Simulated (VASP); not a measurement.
# Sb (Pm-3m) in VASP: elastic constants with LDA

Aim: the elastic constants of Sb with LDA.

Everything below comes from runs of VASP 6.6.1. Logs are shortened: lines on timing, memory, paths and dates and some standing lists are left out, and cuts for length are marked.

**1. Starting point**

Symmetry: Pm-3m, No. 221, cubic system. The conventional cell has a = 3.083 Å, b = 3.083 Å, c = 3.083 Å, α = 90.00°, β = 90.00°, γ = 90.00°. Sb (site symmetry m-3m) is surrounded by 6 Sb at 3.08 Å.

This isn't the form of Sb at room conditions, which is rhombohedral.

**2. Elastic constants, LDA**

File POSCAR:

```
Sb
1.0
    3.0833436100      0.0000000000      0.0000000000
    0.0000000000      3.0833436100      0.0000000000
    0.0000000000      0.0000000000      3.0833436100
Sb
1
Direct
    0.0000000000      0.0000000000      0.0000000000
```

File INCAR.step1:

```
  ALGO = Normal
  EDIFF = 1E-8
  EDIFFG = -0.002
  ENCUT = 350
  IBRION = 2
  ISIF = 3
  ISMEAR = 0
  LASPH = True
  LCHARG = False
  LREAL = False
  LWAVE = False
  NELM = 100
  NSW = 40
  PREC = Accurate
  SIGMA = 0.1
```

File INCAR.step2:

```
  ALGO = Normal
  EDIFF = 1E-8
  ENCUT = 350
  IBRION = 6
  ISIF = 3
  ISMEAR = 0
  LASPH = True
  LCHARG = False
  LREAL = False
  LWAVE = False
  NELM = 100
  NFREE = 2
  NSW = 1
  POTIM = 0.015
  PREC = Accurate
  SIGMA = 0.1
```

File KPOINTS:

```
k-points
0
Gamma
  14 14 14
```

Potentials or basis: VASP PAW LDA potentials, release 64 (Sb).

The run is started by

```
$ cat potpaw_LDA.64/Sb/POTCAR > POTCAR
$ cp INCAR.step1 INCAR
$ mpirun -np 1 vasp_std > vasp.out
$ cp CONTCAR POSCAR
$ cp INCAR.step2 INCAR
$ mpirun -np 1 vasp_std > vasp.out
```

OUTCAR:

```text
EDIFF = 1E-8
   ENCUT = 350
   IBRION = 6
   ISIF = 3
   ISMEAR = 0
   LASPH = True
   LREAL = False
   NELM = 100
   NFREE = 2
   NSW = 1
   POTIM = 0.015
   PREC = Accurate

 ion  position               nearest neighbor table
   1  0.000  0.000  0.000-

  LATTYP: Found a simple cubic cell.
 ALAT       =     3.0447228895

  Lattice vectors:

 A1 = (   3.0447228895,   0.0000000000,   0.0000000000)
 A2 = (   0.0000000000,   3.0447228895,   0.0000000000)
 A3 = (   0.0000000000,   0.0000000000,   3.0447228895)

Analysis of symmetry for initial positions (statically):
=====================================================================
 Subroutine PRICEL returns:
 Original cell was already a primitive cell.

 Routine SETGRP: Setting up the symmetry group for a
 simple cubic supercell.

 Subroutine GETGRP returns: Found 48 space group operations
 (whereof 48 operations were pure point group operations)
 out of a pool of 48 trial point group operations.

The static configuration has the point symmetry O_h .

Analysis of symmetry for dynamics (positions and initial velocities):
=====================================================================
 Subroutine PRICEL returns:
 Original cell was already a primitive cell.

 Routine SETGRP: Setting up the symmetry group for a
 simple cubic supercell.

 Subroutine GETGRP returns: Found 48 space group operations
 (whereof 48 operations were pure point group operations)
 out of a pool of 48 trial point group operations.

The dynamic configuration has the point symmetry O_h .

 Subroutine INISYM returns: Found 48 space group operations
 (whereof 48 operations are pure point group operations),
 and found     1 'primitive' translations

----------------------------------------------------------------------------------------

[... 466 lines left out ...]

 [... further k-points ...]

[... ionic steps 4 to 12 ...]

--------------------------------------- Ionic step       13  -------------------------------------------

 number of electron       4.9999999 magnetization

------------------------ aborting loop because EDIFF is reached ----------------------------------------
[... 65 lines left out ...]
--------------------------------------- Ionic step       15  -------------------------------------------

 number of electron       4.9999999 magnetization

 Free energy of the ion-electron system (eV)
  ---------------------------------------------------
  ext. energy  EPLUGINS =         0.00000000
  ---------------------------------------------------
  free energy    TOTEN  =        -4.79468546 eV

  energy without entropy =       -4.79098506  energy(sigma->0) =       -4.79283526

 E-fermi :   7.6609     XC(G=0): -10.0326

 val. band max:        7.6497369426   @ k =   0.2857   0.2143   0.0000
 cond. band min:       7.7013791293   @ k =   0.5000   0.2857   0.2143
 fundamental gap:      0.0516421867
 Fermi energy:         7.6609285247

 k-point     1 :       0.0000    0.0000    0.0000
  band No.  band energies     occupation
      1      -5.1219      2.00000
      2      11.0859      0.00000
      3      11.0859      0.00000
      4      11.0859      0.00000
      5      14.6655      0.00000
      6      14.6655      0.00000
[... 235 lines left out ...]
  FREE ENERGIE OF THE ION-ELECTRON SYSTEM (eV)
  ---------------------------------------------------
  free  energy   TOTEN  =        -4.7946854570 eV

  energy  without entropy=       -4.7909850575  energy(sigma->0) =       -4.79283526

 INTERNAL STRAIN TENSORS FROM STRAINED CELLS
 ============================================

 INTERNAL STRAIN TENSOR FOR ION    1 for displacements in x,y,z  (eV/Angst):
          X           Y           Z          XY          YZ          ZX
  --------------------------------------------------------------------------------
  x     0.00000     0.00000     0.00000     0.00000     0.00000     0.00000
  y     0.00000     0.00000     0.00000     0.00000     0.00000     0.00000
  z     0.00000     0.00000     0.00000     0.00000     0.00000     0.00000

 INTERNAL STRAIN TENSORS FROM DISPLACED ATOMS
 ============================================

 INTERNAL STRAIN TENSOR FOR ION    1 for displacements in x,y,z  (eV/Angst):
          X           Y           Z          XY          YZ          ZX
  --------------------------------------------------------------------------------
  x     0.00000     0.00000     0.00000     0.00000     0.00000     0.00000
  y     0.00000     0.00000     0.00000     0.00000     0.00000     0.00000
  z     0.00000     0.00000     0.00000     0.00000     0.00000     0.00000

 Eigenvectors and eigenvalues of the dynamical matrix
 ----------------------------------------------------

   1 f/i=    0.000000 THz     0.000000 2PiTHz    0.000000 cm-1     0.000000 meV
             X         Y         Z           dx          dy          dz
      0.000000  0.000000  0.000000     1.000000    0.000000    0.000000

   2 f/i=    0.000000 THz     0.000000 2PiTHz    0.000000 cm-1     0.000000 meV
             X         Y         Z           dx          dy          dz
      0.000000  0.000000  0.000000     0.000000    1.000000    0.000000

   3 f/i=    0.000000 THz     0.000000 2PiTHz    0.000000 cm-1     0.000000 meV
             X         Y         Z           dx          dy          dz
      0.000000  0.000000  0.000000     0.000000    0.000000    1.000000

--------------------------------------------------------------------------------------------------------

 ELASTIC MODULI CONTR FROM IONIC RELAXATION (kBar)
 Direction    XX          YY          ZZ          XY          YZ          ZX
 --------------------------------------------------------------------------------
 XX           0.0000      0.0000      0.0000      0.0000      0.0000      0.0000
 YY           0.0000      0.0000      0.0000      0.0000      0.0000      0.0000
 ZZ           0.0000      0.0000      0.0000      0.0000      0.0000      0.0000
 XY           0.0000      0.0000      0.0000      0.0000      0.0000      0.0000
 YZ           0.0000      0.0000      0.0000      0.0000      0.0000      0.0000
 ZX           0.0000      0.0000      0.0000      0.0000      0.0000      0.0000
 --------------------------------------------------------------------------------

 TOTAL ELASTIC MODULI (kBar)
 Direction    XX          YY          ZZ          XY          YZ          ZX
 --------------------------------------------------------------------------------
 XX        1574.9471    180.5933    180.5933     -0.0000      0.0000     -0.0000
 YY         180.5933   1574.9471    180.5933      0.0000     -0.0000      0.0000
 ZZ         180.5933    180.5933   1574.9471      0.0000      0.0000      0.0000
 XY          -0.0000      0.0000      0.0000     17.8843      0.0000      0.0000
 YZ           0.0000     -0.0000      0.0000      0.0000     17.8843      0.0000
 ZX          -0.0000      0.0000      0.0000      0.0000      0.0000     17.8843
 --------------------------------------------------------------------------------
```

OUTCAR.step1:

```text
EDIFF = 1E-8
   EDIFFG = -0.002
   ENCUT = 350
   IBRION = 2
   ISIF = 3
   ISMEAR = 0
   LASPH = True
   LREAL = False
   NELM = 100
   NSW = 40
   PREC = Accurate

 ion  position               nearest neighbor table
   1  0.000  0.000  0.000-

[... 494 lines left out ...]
 fundamental gap:      0.0516322785
 Fermi energy:         7.6609014547

 k-point     1 :       0.0000    0.0000    0.0000
  band No.  band energies     occupation
      1      -5.1219      2.00000
      2      11.0859      0.00000
      3      11.0859      0.00000
      4      11.0859      0.00000
      5      14.6654      0.00000
      6      14.6654      0.00000
[... 235 lines left out ...]
  FREE ENERGIE OF THE ION-ELECTRON SYSTEM (eV)
  ---------------------------------------------------
  free  energy   TOTEN  =        -4.7948180806 eV

  energy  without entropy=       -4.7911177352  energy(sigma->0) =       -4.79296791

 reached required accuracy - stopping structural energy minimisation
```

OSZICAR.step1:

```text
N       E                     dE             d eps       ncg     rms          rms(c)
DAV:   1     0.521231115697E+01    0.52123E+01   -0.12848E+03  1446   0.379E+02
DAV:   2    -0.460144670662E+01   -0.98138E+01   -0.93493E+01  2100   0.636E+01
DAV:   3    -0.479088830053E+01   -0.18944E+00   -0.18853E+00  1722   0.915E+00
[... 22 lines left out ...]
DAV:   3    -0.479482518102E+01    0.11485E-02   -0.24831E-03  1482   0.278E-01    0.453E-02
DAV:   4    -0.479482356666E+01    0.16144E-05   -0.26731E-05  1716   0.486E-02    0.414E-02
DAV:   5    -0.479481829223E+01    0.52744E-05   -0.25002E-06  1494   0.138E-02    0.181E-02
DAV:   6    -0.479481808475E+01    0.20748E-06   -0.60556E-08  1584   0.256E-03    0.518E-03
DAV:   7    -0.479481808064E+01    0.41132E-08   -0.51272E-09  1554   0.486E-04
   3 F= -.47948181E+01 E0= -.47929679E+01  d E =-.789526E-02
```

It took 3.7 min on 1 thread of Intel Xeon Platinum 8259CL at 2.50GHz (Skylake/Cascade Lake), shared host; peak memory 0.24 GiB.

Results:

- Relaxed volume: 28.23 Å³/atom
- Relaxed cell: a = 3.045 Å, b = 3.045 Å, c = 3.045 Å, α = 90.00°, β = 90.00°, γ = 90.00°
- Space group after relaxing (to 0.05 Å): Pm-3m (No. 221)
- Elastic constants C11, C12, C44: 157, 18, 2 GPa
- Voigt bulk modulus: 65 GPa

The path:
```tsv
step	energy change (eV)	largest force (eV/Å)	pressure (GPa)	volume (Å³)
1	0.0000	0.0000	-2.24	29.31
2	-0.0050	0.0000	1.50	27.61
3	-0.0079	0.0000	0.00	28.23
```

Final structure:
```cif
data_structure
_symmetry_space_group_name_H-M 'P 1'
_symmetry_Int_Tables_number 1
_cell_length_a 3.0447
_cell_length_b 3.0447
_cell_length_c 3.0447
_cell_angle_alpha 90.000
_cell_angle_beta 90.000
_cell_angle_gamma 90.000
_cell_volume 28.23
loop_
_atom_site_label
_atom_site_type_symbol
_atom_site_fract_x
_atom_site_fract_y
_atom_site_fract_z
_atom_site_occupancy
Sb1 Sb 0.00000 0.00000 0.00000 1
```

Elastic tensor in Voigt notation (GPa, in the Cartesian axes of the cell as first typed):
```
157  18  18   0   0   0
 18 157  18   0   0   0
 18  18 157   0   0   0
  0   0   0   2   0   0
  0   0   0   0   2   0
  0   0   0   0   0   2
```

Clamped-ion elastic tensor (GPa):
```
157  18  18   0   0   0
 18 157  18   0   0   0
 18  18 157   0   0   0
  0   0   0   2   0   0
  0   0   0   0   2   0
  0   0   0   0   0   2
```
